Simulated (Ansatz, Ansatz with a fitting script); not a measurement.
# InP (F-43m): converging an RPA energy, part 2 of 4

Wanted: convergence and cost of the RPA correlation energy of InP (F-43m).

Ansatz 0.2.0; EXX+RPA on LDA, plane waves, norm-conserving pseudopotentials.

So far. Step 7 (Response cutoff, 3×3×3 mesh, cutoffs to 240 eV, 446 …): Extrapolated from these cutoffs, the correlation energy is -18.92 eV per atom (fit error 0.03); such a limit moves with the range of cutoffs.

The database entry behind the starting cell differs from later determinations by our own check (0.1 to 0.3 % short, probably kX units), so it need not match the best structure at ambient conditions.

In doubt: RPA on norm-conserving files with a d shell is listed as unsure, so the values of those runs are not to be relied on.

### Step 8. Bands, 3×3×3 mesh, cutoffs to 160 eV, 20 empty bands

input.yaml reads:

```yaml
crystal:
  lattice:
    - [0.0, 2.9305, 2.9305]
    - [2.9305, 0.0, 2.9305]
    - [2.9305, 2.9305, 0.0]
  atoms:
    - { symbol: In, position: [0.0, 0.0, 0.0] }
    - { symbol: P, position: [0.75, 0.75, 0.75] }
kpoints:
  mp_grid: { grid: [3, 3, 3] }
hamiltonian:
  xc: lda
  pseudopotentials: { kind: nc, xc_functional: pbe }
scf:
  occupations: { method: fixed }
  lower_state_search: "off"
  convergence: { dr2_threshold: 1.0e-09 }
output:
  rpa_energy:
    ecut_chi_ladder: [96, 112, 128, 144, 160]
    long_wavelength: optical_limit
    n_empty_bands: 20
basis:
  ecutwfc: 952.398519
  xc_grid: 3
```

On the command line:

```
ansatz run input.yaml --threads 8 --pin off --max-ram 18432MiB --backend cpu --events-out ev --progress --plain --runs-dir out
```

Output:

```text
[...]
Crystal: 2 atoms, lattice volume = 50.333 Å³
Basis set: ecut = 952.398519 eV, 3383 PW (Γ), exchange–correlation on 135×135×135 points (27 copies of the dense FFT grid, shifted against one another)
Bands: 13, of which v1, the nominal top of the filled ones, is band 9 counted from 1 (8 counted from 0)
Symmetry: 24 space group operations
[...]
k-points: 4 of 27 (time reversal used)
[...]
E_c(E_cut→∞)            =       -37.347553 ± 0.162578 eV  (E_cut^-3/2 fit over 5 rungs)
[...]
( 0.0000,  0.0000,  0.3333)    0.61894     0.106978           0.087338   0.051577
    ( 0.0000,  0.3333,  0.3333)    0.71469     0.139194           0.112927   0.068856
    ( 0.0000,  0.3333, -0.3333)    1.01072     0.229559           0.176854   0.128630
  core–valence xc dropped  : E_EXX =     -1587.835223 eV   E_EXX+RPA =     -1625.182776 eV
  core–valence xc semilocal: E_EXX =     -1937.818246 eV   E_EXX+RPA =     -1975.165799 eV
[key lines of the parts left out:]
SCF converged after 7 iterations
Free energy (F): -1988.928100 eV
Fermi energy:    7.115083 eV
```

Run time: 2.3 s. Hardware: 8 threads of Arm Neoverse V2, shared host; peak memory 0.38 GiB; 11 s of CPU time.

Numbers from this step:

| Item | Value |
| --- | --- |
| exact exchange energy | -192.2301 eV |
| RPA correlation energy | -37.35 eV |

Extrapolated from these cutoffs, the correlation energy is -18.67 eV per atom (fit error 0.08); such a limit moves with the range of cutoffs.

### Step 9. Bands, 3×3×3 mesh, cutoffs to 160 eV, 21 empty bands, volume +5 %

input.yaml, the sections that differ from step 8:

```yaml
crystal:
  lattice:
    - [0.0, 2.9785495236, 2.9785495236]
    - [2.9785495236, 0.0, 2.9785495236]
    - [2.9785495236, 2.9785495236, 0.0]
  atoms:
    - { symbol: In, position: [0.0, 0.0, 0.0] }
    - { symbol: P, position: [0.75, 0.75, 0.75] }
output:
  rpa_energy:
    ecut_chi_ladder: [96, 112, 128, 144, 160]
    long_wavelength: optical_limit
    n_empty_bands: 21
# kpoints, hamiltonian, scf, basis: as in step 8
```

Output:

```text
[...]
Crystal: 2 atoms, lattice volume = 52.850 Å³
Basis set: ecut = 952.398519 eV, 3527 PW (Γ), exchange–correlation on 135×135×135 points (27 copies of the dense FFT grid, shifted against one another)
Bands: 13, of which v1, the nominal top of the filled ones, is band 9 counted from 1 (8 counted from 0)
Symmetry: 24 space group operations
[...]
k-points: 4 of 27 (time reversal used)
[...]
E_c(E_cut→∞)            =       -37.391622 ± 0.147428 eV  (E_cut^-3/2 fit over 5 rungs)
[...]
( 0.0000,  0.0000,  0.3333)    0.60895     0.106090           0.087139   0.050885
    ( 0.0000,  0.3333,  0.3333)    0.70316     0.138123           0.112777   0.067951
    ( 0.0000,  0.3333, -0.3333)    0.99442     0.227252           0.176524   0.126892
  core–valence xc dropped  : E_EXX =     -1587.755788 eV   E_EXX+RPA =     -1625.147409 eV
  core–valence xc semilocal: E_EXX =     -1937.739821 eV   E_EXX+RPA =     -1975.131443 eV
[key lines of the parts left out:]
SCF converged after 8 iterations
Free energy (F): -1988.907869 eV
Fermi energy:    6.501358 eV
```

Run time: 2.4 s. Hardware: 8 threads; peak memory 0.39 GiB.

Numbers from this step:

| Item | Value |
| --- | --- |
| exact exchange energy | -191.4651 eV |
| RPA correlation energy | -37.39 eV |

Extrapolated from these cutoffs, the correlation energy is -18.70 eV per atom (fit error 0.07); such a limit moves with the range of cutoffs.

### Step 10. Bands, 3×3×3 mesh, cutoffs to 160 eV, 69 empty bands

input.yaml, the sections that differ from step 9:

```yaml
crystal:
  lattice:
    - [0.0, 2.9305, 2.9305]
    - [2.9305, 0.0, 2.9305]
    - [2.9305, 2.9305, 0.0]
  atoms:
    - { symbol: In, position: [0.0, 0.0, 0.0] }
    - { symbol: P, position: [0.75, 0.75, 0.75] }
output:
  rpa_energy:
    ecut_chi_ladder: [96, 112, 128, 144, 160]
    long_wavelength: optical_limit
    n_empty_bands: 69
# kpoints, hamiltonian, scf, basis: as in step 9
```

Output:

```text
[...]
Crystal: 2 atoms, lattice volume = 50.333 Å³
Basis set: ecut = 952.398519 eV, 3383 PW (Γ), exchange–correlation on 135×135×135 points (27 copies of the dense FFT grid, shifted against one another)
Bands: 13, of which v1, the nominal top of the filled ones, is band 9 counted from 1 (8 counted from 0)
Symmetry: 24 space group operations
[...]
k-points: 4 of 27 (time reversal used)
[...]
E_c(E_cut→∞)            =       -36.980126 ± 0.172528 eV  (E_cut^-3/2 fit over 5 rungs)
[...]
( 0.0000,  0.0000,  0.3333)    0.61894     0.106978           0.102637   0.051700
    ( 0.0000,  0.3333,  0.3333)    0.71469     0.139194           0.133319   0.069020
    ( 0.0000,  0.3333, -0.3333)    1.01072     0.229559           0.217061   0.128958
  core–valence xc dropped  : E_EXX =     -1587.835223 eV   E_EXX+RPA =     -1624.815349 eV
  core–valence xc semilocal: E_EXX =     -1937.818246 eV   E_EXX+RPA =     -1974.798372 eV
[key lines of the parts left out:]
SCF converged after 7 iterations
Free energy (F): -1988.928100 eV
Fermi energy:    7.115083 eV
```

The job ended after 3 s (8 threads; peak memory 0.48 GiB).

This step gave:

```yaml
exact_exchange_energy: -192.2301 eV
rpa_correlation_energy: -36.98 eV
```

Extrapolated from these cutoffs, the correlation energy is -18.49 eV per atom (fit error 0.09); such a limit moves with the range of cutoffs.

### Step 11. Bands, 3×3×3 mesh, cutoffs to 160 eV, 73 empty bands, volume +5 %

input.yaml, the sections that differ from step 10:

```yaml
crystal:
  lattice:
    - [0.0, 2.9785495236, 2.9785495236]
    - [2.9785495236, 0.0, 2.9785495236]
    - [2.9785495236, 2.9785495236, 0.0]
  atoms:
    - { symbol: In, position: [0.0, 0.0, 0.0] }
    - { symbol: P, position: [0.75, 0.75, 0.75] }
output:
  rpa_energy:
    ecut_chi_ladder: [96, 112, 128, 144, 160]
    long_wavelength: optical_limit
    n_empty_bands: 73
# kpoints, hamiltonian, scf, basis: as in step 10
```

Output:

```text
[...]
Crystal: 2 atoms, lattice volume = 52.850 Å³
Basis set: ecut = 952.398519 eV, 3527 PW (Γ), exchange–correlation on 135×135×135 points (27 copies of the dense FFT grid, shifted against one another)
Bands: 13, of which v1, the nominal top of the filled ones, is band 9 counted from 1 (8 counted from 0)
Symmetry: 24 space group operations
[...]
k-points: 4 of 27 (time reversal used)
[...]
E_c(E_cut→∞)            =       -37.042052 ± 0.157224 eV  (E_cut^-3/2 fit over 5 rungs)
[...]
( 0.0000,  0.0000,  0.3333)    0.60895     0.106090           0.101989   0.051000
    ( 0.0000,  0.3333,  0.3333)    0.70316     0.138123           0.132577   0.068104
    ( 0.0000,  0.3333, -0.3333)    0.99442     0.227252           0.215471   0.127197
  core–valence xc dropped  : E_EXX =     -1587.755788 eV   E_EXX+RPA =     -1624.797840 eV
  core–valence xc semilocal: E_EXX =     -1937.739821 eV   E_EXX+RPA =     -1974.781873 eV
[key lines of the parts left out:]
SCF converged after 8 iterations
Free energy (F): -1988.907869 eV
Fermi energy:    6.501358 eV
```

Wall time 3.1 s (8 threads); peak memory 0.5 GiB.

This step gave:

| Quantity | Value |
| --- | --- |
| exact exchange energy | -191.4651 eV |
| RPA correlation energy | -37.04 eV |

Extrapolated from these cutoffs, the correlation energy is -18.52 eV per atom (fit error 0.08); such a limit moves with the range of cutoffs.

### Step 12. k mesh, 2×2×2 mesh, cutoffs to 160 eV, 231 empty bands

input.yaml, the sections that differ from step 11:

```yaml
crystal:
  lattice:
    - [0.0, 2.9305, 2.9305]
    - [2.9305, 0.0, 2.9305]
    - [2.9305, 2.9305, 0.0]
  atoms:
    - { symbol: In, position: [0.0, 0.0, 0.0] }
    - { symbol: P, position: [0.75, 0.75, 0.75] }
kpoints:
  mp_grid: { grid: [2, 2, 2] }
output:
  rpa_energy:
    ecut_chi_ladder: [96, 112, 128, 144, 160]
    long_wavelength: optical_limit
    n_empty_bands: 231
# hamiltonian, scf, basis: as in step 11
```

Output:

```text
[...]
Crystal: 2 atoms, lattice volume = 50.333 Å³
Basis set: ecut = 952.398519 eV, 3383 PW (Γ), exchange–correlation on 135×135×135 points (27 copies of the dense FFT grid, shifted against one another)
Bands: 13, of which v1, the nominal top of the filled ones, is band 9 counted from 1 (8 counted from 0)
Symmetry: 24 space group operations
[...]
k-points: 3 of 8
[...]
160.00      229.6            159.22        -34.281867
  E_c(E_cut→∞)            =       -38.387172 ± 0.158205 eV  (E_cut^-3/2 fit over 5 rungs)
[...]
( 0.0000,  0.0000,  0.5000)    0.92841     0.195127           0.193307   0.107676
    ( 0.0000,  0.5000,  0.5000)    1.07203     0.248625           0.246138   0.143160
  core–valence xc dropped  : E_EXX =     -1586.633568 eV   E_EXX+RPA =     -1625.020740 eV
  core–valence xc semilocal: E_EXX =     -1936.638272 eV   E_EXX+RPA =     -1975.025444 eV
[key lines of the parts left out:]
SCF converged after 8 iterations
Free energy (F): -1987.411932 eV
Fermi energy:    7.367843 eV
```

Elapsed: 2.8 s, on 8 threads; peak memory 0.69 GiB; 15 s of CPU time.

This step gave:

| Quantity | Value |
| --- | --- |
| exact exchange energy | -193.0785 eV |
| RPA correlation energy | -38.39 eV |

Extrapolated from these cutoffs, the correlation energy is -19.19 eV per atom (fit error 0.08); such a limit moves with the range of cutoffs.

### Step 13. k mesh, 2×2×2 mesh, cutoffs to 160 eV, 242 empty bands, volume +5 %

input.yaml, the sections that differ from step 12:

```yaml
crystal:
  lattice:
    - [0.0, 2.9785495236, 2.9785495236]
    - [2.9785495236, 0.0, 2.9785495236]
    - [2.9785495236, 2.9785495236, 0.0]
  atoms:
    - { symbol: In, position: [0.0, 0.0, 0.0] }
    - { symbol: P, position: [0.75, 0.75, 0.75] }
output:
  rpa_energy:
    ecut_chi_ladder: [96, 112, 128, 144, 160]
    long_wavelength: optical_limit
    n_empty_bands: 242
# kpoints, hamiltonian, scf, basis: as in step 12
```

Output:

```text
[...]
Crystal: 2 atoms, lattice volume = 52.850 Å³
Basis set: ecut = 952.398519 eV, 3527 PW (Γ), exchange–correlation on 135×135×135 points (27 copies of the dense FFT grid, shifted against one another)
Bands: 13, of which v1, the nominal top of the filled ones, is band 9 counted from 1 (8 counted from 0)
Symmetry: 24 space group operations
[...]
k-points: 3 of 8
[...]
160.00      239.6            158.57        -34.302286
  E_c(E_cut→∞)            =       -38.372042 ± 0.183215 eV  (E_cut^-3/2 fit over 5 rungs)
[...]
( 0.0000,  0.0000,  0.5000)    0.91343     0.192972           0.191232   0.106182
    ( 0.0000,  0.5000,  0.5000)    1.05474     0.246004           0.243627   0.141219
  core–valence xc dropped  : E_EXX =     -1586.606755 eV   E_EXX+RPA =     -1624.978797 eV
  core–valence xc semilocal: E_EXX =     -1936.612640 eV   E_EXX+RPA =     -1974.984682 eV
[key lines of the parts left out:]
SCF converged after 10 iterations
Free energy (F): -1987.437946 eV
Fermi energy:    6.755072 eV
```

The job ended after 3.1 s (8 threads; peak memory 0.73 GiB).

This step gave:

* exact exchange energy: -192.3178 eV
* RPA correlation energy: -38.37 eV

Extrapolated from these cutoffs, the correlation energy is -19.19 eV per atom (fit error 0.09); such a limit moves with the range of cutoffs.

### Step 14. k mesh, 4×4×4 mesh, cutoffs to 160 eV, 231 empty bands

input.yaml, the sections that differ from step 13:

```yaml
crystal:
  lattice:
    - [0.0, 2.9305, 2.9305]
    - [2.9305, 0.0, 2.9305]
    - [2.9305, 2.9305, 0.0]
  atoms:
    - { symbol: In, position: [0.0, 0.0, 0.0] }
    - { symbol: P, position: [0.75, 0.75, 0.75] }
kpoints:
  mp_grid: { grid: [4, 4, 4] }
output:
  rpa_energy:
    ecut_chi_ladder: [96, 112, 128, 144, 160]
    long_wavelength: optical_limit
    n_empty_bands: 231
# hamiltonian, scf, basis: as in step 13
```

Output:

```text
[...]
Crystal: 2 atoms, lattice volume = 50.333 Å³
Basis set: ecut = 952.398519 eV, 3383 PW (Γ), exchange–correlation on 135×135×135 points (27 copies of the dense FFT grid, shifted against one another)
Bands: 13, of which v1, the nominal top of the filled ones, is band 9 counted from 1 (8 counted from 0)
Symmetry: 24 space group operations
[...]
k-points: 8 of 64 (time reversal used)
[...]
( 0.0000,  0.2500, -0.2500)    0.75804     0.152113           0.150930   0.076648
    ( 0.0000,  0.2500,  0.5000)    0.88888     0.193067           0.191406   0.103000
    ( 0.0000,  0.0000,  0.5000)    0.92841     0.198693           0.196867   0.109112
    ( 0.0000,  0.5000,  0.5000)    1.07203     0.252177           0.249677   0.144629
  core–valence xc dropped  : E_EXX =     -1588.016673 eV   E_EXX+RPA =     -1624.691595 eV
  core–valence xc semilocal: E_EXX =     -1937.992312 eV   E_EXX+RPA =     -1974.667234 eV
[key lines of the parts left out:]
SCF converged after 8 iterations
Free energy (F): -1989.243860 eV
Fermi energy:    7.035185 eV
```

Elapsed: 20 s, on 8 threads; peak memory 2.1 GiB; 2.2 min of CPU time.

This step gave:

| Quantity | Value |
| --- | --- |
| exact exchange energy | -191.9264 eV |
| RPA correlation energy | -36.67 eV |

Extrapolated from these cutoffs, the correlation energy is -18.34 eV per atom (fit error 0.08); such a limit moves with the range of cutoffs.

### Step 15. k mesh, 4×4×4 mesh, cutoffs to 160 eV, 242 empty bands, volume +5 %

input.yaml, the sections that differ from step 14:

```yaml
crystal:
  lattice:
    - [0.0, 2.9785495236, 2.9785495236]
    - [2.9785495236, 0.0, 2.9785495236]
    - [2.9785495236, 2.9785495236, 0.0]
  atoms:
    - { symbol: In, position: [0.0, 0.0, 0.0] }
    - { symbol: P, position: [0.75, 0.75, 0.75] }
output:
  rpa_energy:
    ecut_chi_ladder: [96, 112, 128, 144, 160]
    long_wavelength: optical_limit
    n_empty_bands: 242
# kpoints, hamiltonian, scf, basis: as in step 14
```

Output:

```text
[...]
Crystal: 2 atoms, lattice volume = 52.850 Å³
Basis set: ecut = 952.398519 eV, 3527 PW (Γ), exchange–correlation on 135×135×135 points (27 copies of the dense FFT grid, shifted against one another)
Bands: 13, of which v1, the nominal top of the filled ones, is band 9 counted from 1 (8 counted from 0)
Symmetry: 24 space group operations
[...]
k-points: 8 of 64 (time reversal used)
[...]
( 0.0000,  0.2500, -0.2500)    0.74581     0.150801           0.149663   0.075610
    ( 0.0000,  0.2500,  0.5000)    0.87454     0.191275           0.189678   0.101610
    ( 0.0000,  0.0000,  0.5000)    0.91343     0.196556           0.194801   0.107606
    ( 0.0000,  0.5000,  0.5000)    1.05474     0.249683           0.247281   0.142699
  core–valence xc dropped  : E_EXX =     -1587.928975 eV   E_EXX+RPA =     -1624.635483 eV
  core–valence xc semilocal: E_EXX =     -1937.905438 eV   E_EXX+RPA =     -1974.611947 eV
[key lines of the parts left out:]
SCF converged after 8 iterations
Free energy (F): -1989.214262 eV
Fermi energy:    6.420951 eV
```

Wall time 19 s (8 threads); peak memory 2.3 GiB; 2.2 min of CPU time.

This step gave:

| Quantity | Value |
| --- | --- |
| exact exchange energy | -191.1636 eV |
| RPA correlation energy | -36.71 eV |

Extrapolated from these cutoffs, the correlation energy is -18.35 eV per atom (fit error 0.08); such a limit moves with the range of cutoffs.

### Step 16. Long-wave term, 3×3×3 mesh, cutoffs to 160 eV, 231 empty bands

input.yaml, the sections that differ from step 15:

```yaml
crystal:
  lattice:
    - [0.0, 2.9305, 2.9305]
    - [2.9305, 0.0, 2.9305]
    - [2.9305, 2.9305, 0.0]
  atoms:
    - { symbol: In, position: [0.0, 0.0, 0.0] }
    - { symbol: P, position: [0.75, 0.75, 0.75] }
kpoints:
  mp_grid: { grid: [3, 3, 3] }
output:
  rpa_energy:
    ecut_chi_ladder: [96, 112, 128, 144, 160]
    long_wavelength: neglected
    n_empty_bands: 231
# hamiltonian, scf, basis: as in step 15
```

Output:

```text
[...]
Crystal: 2 atoms, lattice volume = 50.333 Å³
Basis set: ecut = 952.398519 eV, 3383 PW (Γ), exchange–correlation on 135×135×135 points (27 copies of the dense FFT grid, shifted against one another)
Bands: 13, of which v1, the nominal top of the filled ones, is band 9 counted from 1 (8 counted from 0)
Symmetry: 24 space group operations
[...]
k-points: 4 of 27 (time reversal used)
[...]
E_c(E_cut→∞)            =       -36.282084 ± 0.174398 eV  (E_cut^-3/2 fit over 5 rungs)
[...]
( 0.0000,  0.0000,  0.3333)    0.61894     0.106978           0.106207   0.051713
    ( 0.0000,  0.3333,  0.3333)    0.71469     0.139194           0.138154   0.069038
    ( 0.0000,  0.3333, -0.3333)    1.01072     0.229559           0.227368   0.128982
  core–valence xc dropped  : E_EXX =     -1588.247476 eV   E_EXX+RPA =     -1624.529560 eV
  core–valence xc semilocal: E_EXX =     -1938.230499 eV   E_EXX+RPA =     -1974.512583 eV
[key lines of the parts left out:]
SCF converged after 7 iterations
Free energy (F): -1988.928100 eV
Fermi energy:    7.115083 eV
```

The job ended after 8.1 s (8 threads; peak memory 1.2 GiB; 44 s of CPU time).

This step gave:

| Item | Value |
| --- | --- |
| exact exchange energy | -192.6424 eV |
| RPA correlation energy | -36.28 eV |

Extrapolated from these cutoffs, the correlation energy is -18.14 eV per atom (fit error 0.09); such a limit moves with the range of cutoffs.

### Step 17. Long-wave term, 3×3×3 mesh, cutoffs to 160 eV, 242 empty bands, volume +5 %

input.yaml, the sections that differ from step 16:

```yaml
crystal:
  lattice:
    - [0.0, 2.9785495236, 2.9785495236]
    - [2.9785495236, 0.0, 2.9785495236]
    - [2.9785495236, 2.9785495236, 0.0]
  atoms:
    - { symbol: In, position: [0.0, 0.0, 0.0] }
    - { symbol: P, position: [0.75, 0.75, 0.75] }
output:
  rpa_energy:
    ecut_chi_ladder: [96, 112, 128, 144, 160]
    long_wavelength: neglected
    n_empty_bands: 242
# kpoints, hamiltonian, scf, basis: as in step 16
```

Output:

```text
[...]
Crystal: 2 atoms, lattice volume = 52.850 Å³
Basis set: ecut = 952.398519 eV, 3527 PW (Γ), exchange–correlation on 135×135×135 points (27 copies of the dense FFT grid, shifted against one another)
Bands: 13, of which v1, the nominal top of the filled ones, is band 9 counted from 1 (8 counted from 0)
Symmetry: 24 space group operations
[...]
k-points: 4 of 27 (time reversal used)
[...]
E_c(E_cut→∞)            =       -36.332356 ± 0.159114 eV  (E_cut^-3/2 fit over 5 rungs)
[...]
( 0.0000,  0.0000,  0.3333)    0.60895     0.106090           0.105346   0.051011
    ( 0.0000,  0.3333,  0.3333)    0.70316     0.138123           0.137119   0.068121
    ( 0.0000,  0.3333, -0.3333)    0.99442     0.227252           0.225141   0.127221
  core–valence xc dropped  : E_EXX =     -1588.159235 eV   E_EXX+RPA =     -1624.491591 eV
  core–valence xc semilocal: E_EXX =     -1938.143268 eV   E_EXX+RPA =     -1974.475624 eV
[key lines of the parts left out:]
SCF converged after 8 iterations
Free energy (F): -1988.907869 eV
Fermi energy:    6.501358 eV
```

Run time: 7.6 s. Hardware: 8 threads; peak memory 1.3 GiB.

This step gave:

- exact exchange energy: -191.8685 eV
- RPA correlation energy: -36.33 eV

Extrapolated from these cutoffs, the correlation energy is -18.17 eV per atom (fit error 0.08); such a limit moves with the range of cutoffs.

(Continued in part 3 of 4.)

[Paths, hosts, dates, memory and timing lines, banners, echoed tables and standing remarks are left out of the program output.]

[Logs are printed without paths, hosts, clocks, repeated set-up lines and the standing remarks that a program may print on its own settings, such as how far it seeks lower states.]

[Runs of the session that timed out or met a known fault of the program may be left out.]

[Hosts, paths, dates, database ids (printed as entryN), source tags and the programs' standing remarks are cut or masked in the printed files.]
